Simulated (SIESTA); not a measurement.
# NiO (Fm-3m) in SIESTA: a series of runs, part 2 of 2

SIESTA 5.4.2.

### Step 3. Band structure, PBEsol, collinear spin, ferromagnetic start

Contents of NiO.fdf:

```
SystemName                      NiO
SystemLabel                     NiO
NumberOfSpecies                 2
NumberOfAtoms                   2
%block ChemicalSpeciesLabel
  1  28 Ni
  2   8 O
%endblock ChemicalSpeciesLabel

LatticeConstant                 1.0 Ang
%block LatticeVectors
     0.0000000000     2.0859016414     2.0859016414
     2.0859016414     0.0000000000     2.0859016414
     2.0859016414     2.0859016414     0.0000000000
%endblock LatticeVectors
AtomicCoordinatesFormat         Fractional
%block AtomicCoordinatesAndAtomicSpecies
     0.0000000000     0.0000000000     0.0000000000  1  Ni
     0.5000000000     0.5000000000     0.5000000000  2  O
%endblock AtomicCoordinatesAndAtomicSpecies

%block kgrid.MonkhorstPack
    8   0   0  0.0
    0   8   0  0.0
    0   0   8  0.0
%endblock kgrid.MonkhorstPack
XC.Functional                   GGA
XC.Authors                      PBEsol
PAO.BasisSize                   TZP
PAO.EnergyShift                 0.003 Ry
Mesh.Cutoff                     800 Ry
Spin                            polarized
%block DM.InitSpin
    1   1.000
    2   0.000
%endblock DM.InitSpin
OccupationFunction              FD
ElectronicTemperature           0.05 eV
MaxSCFIterations                200
SCF.MustConverge                false
SCF.Mixer.Method                Pulay
SCF.Mixer.Weight                0.1
SCF.Mixer.History               10
SCF.DM.Tolerance                5.0e-05
SCF.H.Tolerance                 1.0e-03 eV
WriteForces                     true
Charge.Mulliken                 end
BandLinesScale                  ReciprocalLatticeVectors
%block BandLines
    1    0.000000   0.000000   0.000000  \Gamma
   12    0.500000   0.000000   0.500000  X
    6    0.500000   0.250000   0.750000  W
    4    0.375000   0.375000   0.750000  K
   13    0.000000   0.000000   0.000000  \Gamma
   11    0.500000   0.500000   0.500000  L
    8    0.625000   0.250000   0.625000  U
    4    0.500000   0.250000   0.750000  W
    9    0.500000   0.500000   0.500000  L
    8    0.375000   0.375000   0.750000  K
    1    0.625000   0.250000   0.625000  U
    4    0.500000   0.000000   0.500000  X
%endblock BandLines
%block PAO.Basis
  Ni 5
  n=3 0 2
    2.437 0.000
  n=4 0 3
    7.067 0.000 0.000
  n=3 1 2
    2.721 0.000
  n=4 1 1
    7.067
  n=3 2 3
    4.466 0.000 0.000
%endblock PAO.Basis
```

Potentials or basis: PseudoDojo 0.4 standard (PBEsol files), TZP (energy shift 0.003 Ry; two zetas on semicore shells).

Run with:

```bash
$ siesta NiO.fdf > NiO.out 2>&1
```

NiO.out:

```text
Version         : 5.4.2

                           ***********************
                           *  WELCOME TO SIESTA  *
                           ***********************

 NOTE: Siesta V5 introduces some new defaults for basis-set generation
 NOTE: which might lead to slightly different numerical results.
 NOTE: Please see the manual for full details and compatibility measures.

reinit: Reading from file NiO.fdf

reinit: -----------------------------------------------------------------------
reinit: System Name: NiO
reinit: -----------------------------------------------------------------------
reinit: System Label: NiO
reinit: -----------------------------------------------------------------------

NOTE on units for spin output:
{S} is the spin magnetic moment, in units of the Bohr magneton,
assuming a g-factor for the electron spin of exactly 2.
The spin magnetic moment is then numerically equal to the charge inbalance,
in units of electrons, between the spin-up and -down channels.

initatom: Reading input for the pseudopotentials and atomic orbitals ----------
Species number:   1 Atomic number:   28 Label: Ni
Species number:   2 Atomic number:    8 Label: O

Ground state valence configuration (from tables):   4s02  4p00  3d08  4f00
Ground state valence configuration (from tables):   2s02  2p04  3d00  4f00

---- Processing specs for species: Ni
Reading pseudopotential information in PSML from:
  Ni.psml
PSML file version: 1.1
Using libxc ids:  116 133
GGA--PBEsol XC_GGA_X_PBE_SOL--XC_GGA_C_PBE_SOL ps
Semicore shell(s) with  8 electrons included in the valence for Ni

---- Processing specs for species: O
Reading pseudopotential information in PSML from:
  O.psml
PSML file version: 1.1
Using libxc ids:  116 133
GGA--PBEsol XC_GGA_X_PBE_SOL--XC_GGA_C_PBE_SOL ps

[... 729 lines left out ...]

    Orbital volume contribution        =           1.221609 eV
    (Free)E + p_basis*V_orbitals       =       -5007.668041 eV
    (Free)Eharris+ p_basis*V_orbitals  =       -5007.668041 eV

mulliken: Atomic and Orbital Populations:

mulliken: Spin UP

Species: Ni
Atom  Qatom  Qorb
               3s      3s      4s      4s      4s      3py     3pz     3px
               3py     3pz     3px     4py     4pz     4px     3dxy    3dyz
               3dz2    3dxz    3dx2-y2 3dxy    3dyz    3dz2    3dxz    3dx2-y2
               3dxy    3dyz    3dz2    3dxz    3dx2-y2
   1  9.180   0.984   0.009   0.647  -0.231  -0.130   0.991   0.991   0.991
              0.009   0.009   0.009   0.075   0.075   0.075   1.072   1.072

              0.852   1.072   0.852  -0.076  -0.076  -0.047  -0.076  -0.047

             -0.018  -0.018   0.066  -0.018   0.066

Species: O
Atom  Qatom  Qorb
               2s      2s      2s      2py     2pz     2px     2py     2pz
               2px     2py     2pz     2px     3Pdxy   3Pdyz   3Pdz2   3Pdxz
               3Pdx2-y2
   2  3.400   0.851  -0.066   0.107   0.860   0.860   0.860  -0.222  -0.222
             -0.222   0.188   0.188   0.188   0.005   0.005   0.006   0.005

              0.006

mulliken: Qtot =       12.580

mulliken: Spin DOWN

Species: Ni
Atom  Qatom  Qorb
               3s      3s      4s      4s      4s      3py     3pz     3px
               3py     3pz     3px     4py     4pz     4px     3dxy    3dyz
               3dz2    3dxz    3dx2-y2 3dxy    3dyz    3dz2    3dxz    3dx2-y2
               3dxy    3dyz    3dz2    3dxz    3dx2-y2
   1  8.193   0.987   0.009   0.596  -0.222  -0.102   0.990   0.990   0.990
              0.010   0.010   0.010   0.074   0.074   0.074   1.092   1.092

              0.415   1.092   0.415  -0.099  -0.099  -0.048  -0.099  -0.048

             -0.029  -0.029   0.040  -0.029   0.040

Species: O
Atom  Qatom  Qorb
               2s      2s      2s      2py     2pz     2px     2py     2pz
               2px     2py     2pz     2px     3Pdxy   3Pdyz   3Pdz2   3Pdxz
               3Pdx2-y2
   2  3.227   0.829  -0.069   0.115   0.827   0.827   0.827  -0.209  -0.209
             -0.209   0.158   0.158   0.158   0.006   0.006   0.004   0.006

              0.004

mulliken: Qtot =       11.420

Mulliken Atomic Populations:
Atom #   charge [q] valence [e]      Sz [e]  Species
     1     0.626769   17.373231    0.986919  Ni
     2    -0.626769    6.626769    0.172665  O
 Total     0.000000                1.159584

Job completed
```

Run time: 2 min. Hardware: 1 thread of Arm Neoverse V2, shared host; peak memory 0.27 GiB.

Results:

```
Free energy            : -5008.8897 eV
Pressure               : -9.8 GPa
Band gap on the k mesh : none (metal or under the smearing width)
Net moment             : 1.16 μB per cell
Site moments           : Ni +0.99; O +0.17 μB
```

Levels at the corners of the path, in eV from the Fermi level:
Spin up:
```csv
point,band 10,band 11,band 12,band 13,band 14,band 15,band 16,band 17
Γ,-2.59,-2.28,-2.28,-2.28,1.49,19.63,19.63,19.63
X,-2.22,-1.65,-1.21,-1.21,6.67,10.46,12.86,16.62
W,-1.56,-1.56,-1.21,-0.81,8.95,10.70,10.70,13.60
K,-1.38,-1.34,-1.14,-0.78,8.31,10.36,10.49,15.88
Γ,-2.59,-2.28,-2.28,-2.28,1.49,19.63,19.63,19.63
L,-1.52,-1.06,0.61,0.61,5.51,9.96,15.50,15.50
U,-1.38,-1.34,-1.14,-0.78,8.31,10.36,10.49,15.88
W,-1.56,-1.56,-1.21,-0.81,8.95,10.70,10.70,13.60
L,-1.52,-1.06,0.61,0.61,5.51,9.96,15.50,15.50
K,-1.38,-1.34,-1.14,-0.78,8.31,10.36,10.49,15.88
U,-1.38,-1.34,-1.14,-0.78,8.31,10.36,10.49,15.88
X,-2.22,-1.65,-1.21,-1.21,6.67,10.46,12.86,16.62
```
Spin down:
| point | band 9 | band 10 | band 11 | band 12 | band 13 | band 14 | band 15 | band 16 |
| --- | --- | --- | --- | --- | --- | --- | --- | --- |
| Γ | -1.64 | -1.64 | -1.64 | -0.98 | -0.98 | 1.70 | 19.79 | 19.79 |
| X | -2.66 | -0.56 | -0.50 | -0.50 | -0.01 | 6.95 | 10.70 | 13.08 |
| W | -0.91 | -0.91 | -0.50 | -0.14 | 0.63 | 9.26 | 10.93 | 10.93 |
| K | -1.51 | -0.64 | -0.45 | 0.14 | 0.63 | 8.58 | 10.60 | 10.72 |
| Γ | -1.64 | -1.64 | -1.64 | -0.98 | -0.98 | 1.70 | 19.79 | 19.79 |
| L | -0.75 | -0.75 | -0.39 | 1.85 | 1.85 | 5.63 | 10.28 | 15.72 |
| U | -1.51 | -0.64 | -0.45 | 0.14 | 0.63 | 8.58 | 10.60 | 10.72 |
| W | -0.91 | -0.91 | -0.50 | -0.14 | 0.63 | 9.26 | 10.93 | 10.93 |
| L | -0.75 | -0.75 | -0.39 | 1.85 | 1.85 | 5.63 | 10.28 | 15.72 |
| K | -1.51 | -0.64 | -0.45 | 0.14 | 0.63 | 8.58 | 10.60 | 10.72 |
| U | -1.51 | -0.64 | -0.45 | 0.14 | 0.63 | 8.58 | 10.60 | 10.72 |
| X | -2.66 | -0.56 | -0.50 | -0.50 | -0.01 | 6.95 | 10.70 | 13.08 |

Caveat: short orbitals over semicore shells can move pressures by several GPa; the basis of atomic orbitals isn't converged, which shifts pressures, moduli and gaps; a cell with one magnetic atom can't hold antiferromagnetic order, which such compounds often take; semilocal functionals often make such compounds metallic where correlation or magnetic order opens a gap, which also shifts bond lengths.

### Step 4. Band structure, PBE, collinear spin, ferromagnetic start

NiO.fdf: that of step 3 with these lines changed.

```diff
@@ -27,4 +27,4 @@
 XC.Functional                   GGA
-XC.Authors                      PBEsol
-PAO.BasisSize                   TZP
+XC.Authors                      PBE
+PAO.BasisSize                   DZP
 PAO.EnergyShift                 0.003 Ry
@@ -65,11 +65,11 @@
   n=3 0 2
-    2.437 0.000
-  n=4 0 3
-    7.067 0.000 0.000
+    2.432 0.000
+  n=4 0 2
+    7.095 0.000
   n=3 1 2
-    2.721 0.000
+    2.716 0.000
   n=4 1 1
-    7.067
-  n=3 2 3
-    4.466 0.000 0.000
+    7.095
+  n=3 2 2
+    4.466 0.000
 %endblock PAO.Basis
```

Potentials or basis: PseudoDojo 0.4 standard (PBE files), DZP (energy shift 0.003 Ry; two zetas on semicore shells).

Run with:

```bash
$ siesta NiO.fdf > NiO.out 2>&1
```

NiO.out:

```text
Version         : 5.4.2

[... 6 lines left out ...]
 NOTE: Please see the manual for full details and compatibility measures.

reinit: Reading from file NiO.fdf

reinit: -----------------------------------------------------------------------
reinit: System Name: NiO
reinit: -----------------------------------------------------------------------
reinit: System Label: NiO
reinit: -----------------------------------------------------------------------

NOTE on units for spin output:
{S} is the spin magnetic moment, in units of the Bohr magneton,
assuming a g-factor for the electron spin of exactly 2.
The spin magnetic moment is then numerically equal to the charge inbalance,
in units of electrons, between the spin-up and -down channels.

initatom: Reading input for the pseudopotentials and atomic orbitals ----------
Species number:   1 Atomic number:   28 Label: Ni
Species number:   2 Atomic number:    8 Label: O

Ground state valence configuration (from tables):   4s02  4p00  3d08  4f00
Ground state valence configuration (from tables):   2s02  2p04  3d00  4f00

---- Processing specs for species: Ni
Reading pseudopotential information in PSML from:
  Ni.psml
PSML file version: 1.1
Using libxc ids:  101 130
GGA--PBE XC_GGA_X_PBE--XC_GGA_C_PBE pb
Semicore shell(s) with  8 electrons included in the valence for Ni

---- Processing specs for species: O
Reading pseudopotential information in PSML from:
  O.psml
PSML file version: 1.1
Using libxc ids:  101 130
GGA--PBE XC_GGA_X_PBE--XC_GGA_C_PBE pb

---- Pseudopotential check for Ni

Pseudized shells:
3s( 2.00) rc: 1.25
3p( 6.00) rc: 1.35
3d( 8.00) rc: 1.65
Valence configuration for ps generation: 3s:3p:3d:4s: Total charge:  18.000000
Semicore shell(s): 3s 3p

---- Pseudopotential check for O
[... 730 lines left out ...]
siesta:    -0.000010   -0.000010   -0.044615

siesta: Cell volume =         18.151456 Ang**3

siesta: Pressure (static):
siesta:                Solid            Molecule  Units
siesta:           0.00048592          0.00048592  Ry/Bohr**3
siesta:           0.04461544          0.04461544  eV/Ang**3
siesta:          71.48181813         71.48181813  kBar

Basis Enthalpy Calculation:
    Basis Pressure for species 1(Ni) :      0.2000000 GPa
    Basis Pressure for species 2(O) :      0.2000000 GPa

    Orbital volume contribution        =           1.030588 eV
    (Free)E + p_basis*V_orbitals       =       -5013.044462 eV
    (Free)Eharris+ p_basis*V_orbitals  =       -5013.044464 eV

mulliken: Atomic and Orbital Populations:

mulliken: Spin UP

Species: Ni
Atom  Qatom  Qorb
               3s      3s      4s      4s      3py     3pz     3px     3py
               3pz     3px     4py     4pz     4px     3dxy    3dyz    3dz2
               3dxz    3dx2-y2 3dxy    3dyz    3dz2    3dxz    3dx2-y2
   1  9.283   0.980   0.013   0.332  -0.145   0.993   0.993   0.993   0.009
              0.009   0.009   0.058   0.058   0.058   1.049   1.049   0.981

              1.049   0.981  -0.061  -0.061  -0.001  -0.061  -0.001

Species: O
Atom  Qatom  Qorb
               2s      2s      2py     2pz     2px     2py     2pz     2px
               3Pdxy   3Pdyz   3Pdz2   3Pdxz   3Pdx2-y2
   2  3.628   0.967  -0.044   1.107   1.107   1.107  -0.215  -0.215  -0.215
              0.005   0.005   0.005   0.005   0.005

mulliken: Qtot =       12.911

mulliken: Spin DOWN

Species: Ni
Atom  Qatom  Qorb
               3s      3s      4s      4s      3py     3pz     3px     3py
               3pz     3px     4py     4pz     4px     3dxy    3dyz    3dz2
               3dxz    3dx2-y2 3dxy    3dyz    3dz2    3dxz    3dx2-y2
   1  7.803   0.983   0.015   0.314  -0.135   0.992   0.992   0.992   0.011
              0.011   0.011   0.058   0.058   0.058   1.076   1.076   0.286

              1.076   0.286  -0.102  -0.102  -0.026  -0.102  -0.026

Species: O
Atom  Qatom  Qorb
               2s      2s      2py     2pz     2px     2py     2pz     2px
               3Pdxy   3Pdyz   3Pdz2   3Pdxz   3Pdx2-y2
   2  3.286   0.949  -0.049   0.992   0.992   0.992  -0.205  -0.205  -0.205
              0.006   0.006   0.003   0.006   0.003

mulliken: Qtot =       11.089

Mulliken Atomic Populations:
Atom #   charge [q] valence [e]      Sz [e]  Species
     1     0.913978   17.086022    1.480293  Ni
     2    -0.913978    6.913978    0.342579  O
 Total     0.000000                1.822872

Job completed
```

Run time: 3 min. Hardware: 1 thread of Arm Neoverse V2, shared host; peak memory 0.25 GiB.

What came out:

- Free energy: -5014.0751 eV
- Pressure: 7.1 GPa
- Band gap on the k mesh: none (metal or under the smearing width)
- Net moment: 1.82 μB per cell
- Site moments: Ni +1.48; O +0.34 μB

Levels at the corners of the path, in eV from the Fermi level:
Spin up:
| point | band 10 | band 11 | band 12 | band 13 | band 14 | band 15 | band 16 | band 17 |
| --- | --- | --- | --- | --- | --- | --- | --- | --- |
| Γ | -3.05 | -2.70 | -2.70 | -2.70 | 1.56 | 21.02 | 21.02 | 21.02 |
| X | -2.95 | -2.38 | -1.69 | -1.69 | 7.03 | 10.86 | 14.47 | 17.06 |
| W | -1.93 | -1.93 | -1.69 | -1.35 | 9.31 | 10.98 | 10.98 | 13.69 |
| K | -1.94 | -1.81 | -1.57 | -1.27 | 8.61 | 10.62 | 10.79 | 16.18 |
| Γ | -3.05 | -2.70 | -2.70 | -2.70 | 1.56 | 21.02 | 21.02 | 21.02 |
| L | -2.01 | -1.45 | 0.21 | 0.21 | 5.69 | 10.22 | 15.67 | 15.67 |
| U | -1.94 | -1.81 | -1.57 | -1.27 | 8.61 | 10.62 | 10.79 | 16.18 |
| W | -1.93 | -1.93 | -1.69 | -1.35 | 9.31 | 10.98 | 10.98 | 13.69 |
| L | -2.01 | -1.45 | 0.21 | 0.21 | 5.69 | 10.22 | 15.67 | 15.67 |
| K | -1.94 | -1.81 | -1.57 | -1.27 | 8.61 | 10.62 | 10.79 | 16.18 |
| U | -1.94 | -1.81 | -1.57 | -1.27 | 8.61 | 10.62 | 10.79 | 16.18 |
| X | -2.95 | -2.38 | -1.69 | -1.69 | 7.03 | 10.86 | 14.47 | 17.06 |
Spin down:
```csv
point,band 7,band 8,band 9,band 10,band 11,band 12,band 13,band 14,band 15,band 16
Γ,-2.47,-2.47,-1.77,-1.77,-1.77,-0.58,-0.58,1.91,21.28,21.28
X,-3.84,-3.84,-2.73,-0.66,-0.66,-0.15,0.40,7.46,11.33,14.80
W,-5.80,-5.17,-0.99,-0.99,-0.66,0.27,1.02,9.85,11.38,11.38
K,-5.84,-4.40,-1.56,-0.80,-0.57,0.53,1.04,9.02,11.03,11.21
Γ,-2.47,-2.47,-1.77,-1.77,-1.77,-0.58,-0.58,1.91,21.28,21.28
L,-4.80,-4.80,-0.87,-0.87,-0.48,2.28,2.28,5.88,10.78,15.99
U,-5.84,-4.40,-1.56,-0.80,-0.57,0.53,1.04,9.02,11.03,11.21
W,-5.80,-5.17,-0.99,-0.99,-0.66,0.27,1.02,9.85,11.38,11.38
L,-4.80,-4.80,-0.87,-0.87,-0.48,2.28,2.28,5.88,10.78,15.99
K,-5.84,-4.40,-1.56,-0.80,-0.57,0.53,1.04,9.02,11.03,11.21
U,-5.84,-4.40,-1.56,-0.80,-0.57,0.53,1.04,9.02,11.03,11.21
X,-3.84,-3.84,-2.73,-0.66,-0.66,-0.15,0.40,7.46,11.33,14.80
```

Caveat: short orbitals over semicore shells can move pressures by several GPa; the basis of atomic orbitals isn't converged, which shifts pressures, moduli and gaps; a cell with one magnetic atom can't hold antiferromagnetic order, which such compounds often take; semilocal functionals often make such compounds metallic where correlation or magnetic order opens a gap, which also shifts bond lengths.

### Step 5. The runs side by side

```tsv
level	potentials or basis	gap on the mesh (eV)	pressure (GPa)	moment (μB)
PBEsol	PseudoDojo 0.4 standard (PBEsol files), DZP (energy shift 0.003 Ry; two zetas on semicore shells)	none	-8.8	1.16
PBEsol	PseudoDojo 0.4 standard (PBEsol files), TZP (energy shift 0.003 Ry; two zetas on semicore shells)	none	-9.8	1.16
PBE	PseudoDojo 0.4 standard (PBE files), DZP (energy shift 0.003 Ry; two zetas on semicore shells)	none	7.1	1.82
```

Alike in all rows: task band structure; spin collinear, ferromagnetic start; cell as given; k mesh 8 × 8 × 8; smearing fermi-dirac 0.05 eV; grid cutoff 800 Ry; energy shift 0.003 Ry.

Caveats: short orbitals over semicore shells can move pressures by several GPa; the basis of atomic orbitals isn't converged, which shifts pressures, moduli and gaps; a cell with one magnetic atom can't hold antiferromagnetic order, which such compounds often take; semilocal functionals often make such compounds metallic where correlation or magnetic order opens a gap, which also shifts bond lengths.

Absolute energies hang on the potentials; compare differences alone.

### Step 6. How close it comes

Step 2. Against the measured gap of NiO, 4.3 eV (quoted in “Local correlations, non-local screening, multiplets, and band formation in NiO”, 2012, arxiv:1210.6675), the calculated 0.00 eV is off by -4.30 eV. So large a miss can be the level of theory's own, or it may mean another phase, state or a wrong row. The value is that of PBEsol in an atomic basis (PseudoDojo 0.4 standard (PBEsol files), DZP (energy shift 0.003 Ry; two zetas on semicore shells)), whose error adds to the functional's, on a finite k mesh, which can miss the band edges, without temperature or zero-point motion. Semilocal functionals fall short of measured gaps as a rule. The run's magnetic order (collinear spin, ferromagnetic start) needn't be the measured crystal's.

Step 3. Measured gap of NiO: 4.3 eV (quoted in “Local correlations, non-local screening, multiplets, and band formation in NiO”, 2012, arxiv:1210.6675). This calculation gives 0.00 eV (-4.30 eV). So large a miss can be the level of theory's own, or it may mean another phase, state or a wrong row. The value is that of PBEsol in an atomic basis (PseudoDojo 0.4 standard (PBEsol files), TZP (energy shift 0.003 Ry; two zetas on semicore shells)), whose error adds to the functional's, on a finite k mesh, which can miss the band edges, without temperature or zero-point motion. Semilocal functionals fall short of measured gaps as a rule. The run's magnetic order (collinear spin, ferromagnetic start) needn't be the measured crystal's.

Step 4. Against the measured gap of NiO, 4.3 eV (quoted in “Local correlations, non-local screening, multiplets, and band formation in NiO”, 2012, arxiv:1210.6675), the calculated 0.00 eV is off by -4.30 eV. So large a miss can be the level of theory's own, or it may mean another phase, state or a wrong row. The value is that of PBE in an atomic basis (PseudoDojo 0.4 standard (PBE files), DZP (energy shift 0.003 Ry; two zetas on semicore shells)), whose error adds to the functional's, on a finite k mesh, which can miss the band edges, without temperature or zero-point motion. Semilocal functionals fall short of measured gaps as a rule. The run's magnetic order (collinear spin, ferromagnetic start) needn't be the measured crystal's.
